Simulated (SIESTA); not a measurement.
## Mo under changes of volume

One of the cells (15.892 Å³/atom); the others are scaled copies at fixed shape and fractional positions:

```
Mo
1.0
    -1.58381    1.58381    1.58381
     1.58381   -1.58381    1.58381
     1.58381    1.58381   -1.58381
Mo
1
Direct
  0.00000 0.00000 0.00000
```

| Quantity | Value |
| --- | --- |
| Program | SIESTA 5.4.2 |
| Functional | LDA |
| Potentials or basis | PseudoDojo 0.4 standard (LDA files) |
| Basis | DZP (energy shift 0.003 Ry; two zetas on semicore shells) |
| Grid cutoff | 800 Ry |
| Energy shift | 0.003 Ry |
| k mesh | 12 × 12 × 12 |
| Occupations | fermi-dirac, width 0.05 eV |
| Spin | no spin polarisation |

```csv
volume (Å³/atom),energy over the lowest point (meV/atom),pressure (GPa)
14.938,?,?
15.256,0.00,0.1
15.574,5.84,-5.8
15.892,22.78,-11.1
16.209,49.64,-15.9
16.527,85.35,-20.0
16.845,128.97,-23.8
```

**Question.** What does the run at 14.938 Å³/atom give?

**Answer.** Energy over the lowest point 6.37 meV/atom; pressure 6.6 GPa.

Worked out: A Birch-Murnaghan fit of order 3 (a polynomial in V^(-2/3)) to the other rows has its minimum at 15.26 Å³/atom with B0 = V·E''(V) = 302 GPa and B' = 4.6. It gives 6.72 meV/atom at 14.938 Å³/atom, against the run's 6.37, and -dE/dV = 6.8 GPa, against 6.6.

Energies are extrapolated to zero smearing.

Caveats: the basis of atomic orbitals isn't converged, which shifts pressures, moduli and gaps.
